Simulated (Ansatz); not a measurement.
Ansatz input file:

```yaml
crystal:
  lattice:
    - [-3.9792113318, 4.1835790603, 3.6708640637]
    - [3.9978822595, -4.1707740946, 3.6776840117]
    - [4.1745778915, 4.3661406543, -3.6559766161]
  atoms:
    - { symbol: Sr, position: [0.1626421839, 0.6603312572, 0.8260907373] }
    - { symbol: Sr, position: [0.8416574139, 0.3385601469, 0.1759316242] }
    - { symbol: Sr, position: [0.664117588, 0.8345893072, 0.4973872821] }
    - { symbol: Sr, position: [0.331580214, 0.1665178908, 0.5005891541] }
basis:
  ecutwfc: 420
kpoints:
  mp_grid: { grid: [8, 8, 6] }
hamiltonian:
  xc: pbesol
scf:
  occupations: { method: gaussian, width: 0.1 }
output:
  forces: true
  stress: true
  eigenvalues: true
```

Command:
```bash
ansatz run input.yaml --threads 1 --pin off --max-ram 1331MiB --backend cpu --events-out ev --progress --plain --runs-dir out
```

Theory: DFT PBEsol, scalar-relativistic, plane waves, PAW in Ansatz 0.2.0.

Abridged output (iterations and final results):

```
SCF iter   1: F=—  HF=-13968.107008 eV  |F-HF|=—  |Δ(HF+E_count)|=         —  Δρ=1.97e-3  dr2=2.87e-2  ethr=1.77e-3  ⟨swp⟩=9.1  Hψ=25299  notcnv=0
SCF iter   2: F=—  HF=-13968.106027 eV  |F-HF|=—  |Δ(HF+E_count)|=   9.81e-4  Δρ=1.27e-3  dr2=1.47e-2  ethr=7.16e-5  ⟨swp⟩=2.1  Hψ=7721  notcnv=0
SCF iter   3: F=—  HF=-13968.104134 eV  |F-HF|=—  |Δ(HF+E_count)|=   1.89e-3  Δρ=3.13e-4  dr2=9.33e-4  ethr=3.68e-5  ⟨swp⟩=2.0  Hψ=5350  notcnv=0
SCF iter   4: F=—  HF=-13968.104020 eV  |F-HF|=—  |Δ(HF+E_count)|=   1.14e-4  Δρ=9.15e-5  dr2=4.63e-5  ethr=2.33e-6  ⟨swp⟩=2.0  Hψ=5455  notcnv=0
SCF iter   5: F=—  HF=-13968.103901 eV  |F-HF|=—  |Δ(HF+E_count)|=   1.19e-4  Δρ=2.90e-5  dr2=3.83e-6  ethr=1.16e-7  ⟨swp⟩=2.5  Hψ=7164  notcnv=0
SCF iter   6: F=—  HF=-13968.103901 eV  |F-HF|=—  |Δ(HF+E_count)|=   5.80e-7  Δρ=6.47e-6  dr2=1.13e-7  ethr=9.58e-9  ⟨swp⟩=2.6  Hψ=7850  notcnv=0
SCF iter   7: F=-13968.103901 eV  HF=-13968.103901 eV  |F-HF|=1.01e-9  |Δ(HF+E_count)|=   1.56e-8  Δρ=1.89e-6  dr2=1.16e-8  ethr=2.50e-10  ⟨swp⟩=9.0  Hψ=24881  notcnv=0
SCF 1 converged in 7 iterations: F = -13968.103901 eV  dr2 = 1.16e-8
SCF converged after 7 iterations
Free energy (F): -13968.103901 eV
Harris-Foulkes:  -13968.103901 eV  (|F-HF|=1.01e-9)
Internal energy: -13968.080806 eV  (E = F + TS)
E sigma→0 (E₀):  -13968.092354 eV
Entropy (-TS):   -0.023095 eV (-5.774 meV/atom)
Fermi energy:    3.947721 eV
--- Per-component energies (eV) ---
  E_band       = -595.509671
  E_kinetic    = 961.875213
  E_local      = -3335.420697  (includes V_loc(G=0)·N_el)
  E_nonlocal   = 817.416100
  E_hartree    = 879.419617
  E_xc         = -675.541038
  E_vxc        = -631.259735  (∫ρ·V_xc dr)
  E_paw        = -10578.301818  (= ΣΔE_a)
  E_vpaw       = -166.962402  (= ΣTr[D̂ρ^β])
  E_aug_tail   = -0.000005  (compensation charges beyond the density's cutoff)
  E_ewald      = -2038.065568
  E_core_change = 0.537390  (= ΣΔE_core)
  E_smearing   = -0.023095  (= −TS)
--- Forces (eV/Å), atoms counted from 1 ---
  atom   1  Sr     0.17472545     0.03034444     0.02884765
  atom   2  Sr    -0.14743743    -0.07077731    -0.03177361
  atom   3  Sr    -0.10298944     0.06176370    -0.01445013
  atom   4  Sr     0.07570334    -0.02133177     0.01737604
--- Stress (GPa, compression-positive) ---
       -0.583406      -0.337599      -0.040461
       -0.337599      -1.054428      -0.023666
       -0.040461      -0.023666      -1.440080
  P = ⅓ Tr σ = -1.0260 GPa (-10.260 kbar)
--- Band table (eV; the first three rows and the last of 196) ---
  k-point 0: bands = ["-32.8383", "-32.8256", "-32.7992", "-32.7830", "-14.8947", "-14.8547", "-14.8479", "-14.8315", "-14.8274", "-14.8211", "-14.7989", "-14.7730", "-14.7690", "-14.7308", "-14.7051", "-14.6914", "0.5472", "3.8442", "4.1086", "4.1492", "4.2138", "4.2251", "4.3787", "4.8454"]
  k-point 1: bands = ["-32.8374", "-32.8264", "-32.7993", "-32.7830", "-14.8895", "-14.8573", "-14.8508", "-14.8367", "-14.8256", "-14.8092", "-14.7993", "-14.7721", "-14.7670", "-14.7405", "-14.7057", "-14.6921", "0.6852", "3.4987", "3.8803", "4.0492", "4.1730", "4.1942", "4.4195", "4.9386"]
  k-point 2: bands = ["-32.8353", "-32.8284", "-32.7994", "-32.7830", "-14.8739", "-14.8636", "-14.8458", "-14.8451", "-14.8244", "-14.8017", "-14.7996", "-14.7774", "-14.7584", "-14.7561", "-14.7070", "-14.6936", "1.0737", "2.6497", "3.8817", "3.9542", "4.0989", "4.1685", "4.3754", "4.9976"]
  k-point 195: bands = ["-32.8333", "-32.8301", "-32.7940", "-32.7887", "-14.8959", "-14.8682", "-14.8551", "-14.8402", "-14.8107", "-14.8068", "-14.7903", "-14.7657", "-14.7525", "-14.7517", "-14.7130", "-14.6976", "2.4942", "2.6895", "2.8297", "2.8678", "3.5978", "3.9078", "5.0421", "5.0635"]
```

The calculation finished and met its thresholds.